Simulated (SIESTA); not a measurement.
## C under changes of volume

One of the cells (5.785 Å³/atom); the others are scaled copies at fixed shape and fractional positions:

```xyz
2
Lattice="0.0000 1.7952 1.7952 1.7952 0.0000 1.7952 1.7952 1.7952 0.0000" Properties=species:S:1:pos:R:3 pbc="T T T"
C     2.6928    2.6928    2.6928
C     1.7952    1.7952    1.7952
```

This isn't the form of C at room conditions, which is graphite.

| Property | Result |
| --- | --- |
| Program | SIESTA 5.4.2 |
| Functional | PBEsol |
| Potentials or basis | PseudoDojo 0.4 standard (PBEsol files) |
| Basis | DZP (energy shift 0.003 Ry) |
| Grid cutoff | 500 Ry |
| Energy shift | 0.003 Ry |
| k mesh | 13 × 13 × 13 |
| Occupations | fermi-dirac, width 0.05 eV |
| Spin | no spin polarisation |

```tsv
volume (Å³/atom)	energy over the lowest point (meV/atom)	pressure (GPa)	gap on the mesh (eV)
5.332	?	?	?
5.445	21.45	25.2	4.24
5.558	7.41	14.7	4.19
5.785	0.00	-3.7	4.10
5.899	5.53	-11.8	4.05
6.012	16.49	-19.0	4.01
```

Q: What does the run at 5.332 Å³/atom give?

A: Energy over the lowest point 43.28 meV/atom; pressure 36.5 GPa; gap on the mesh 4.29 eV.

Worked out: A Birch-Murnaghan fit of order 3 (a polynomial in V^(-2/3)) to the other rows has its minimum at 5.74 Å³/atom with B0 = V·E''(V) = 442 GPa and B' = 3.5. It gives 43.21 meV/atom at 5.332 Å³/atom, against the run's 43.28, and -dE/dV = 36.7 GPa, against 36.5. A straight line through the other rows of the gap, of slope -2.33 eV per unit of ln V, extrapolates to 4.29 eV, against the run's 4.29.

Energies are extrapolated to zero smearing.

Caveats: an odd mesh through Γ misses points on the zone boundary, where band edges often lie; the basis of atomic orbitals isn't converged, which shifts pressures, moduli and gaps.
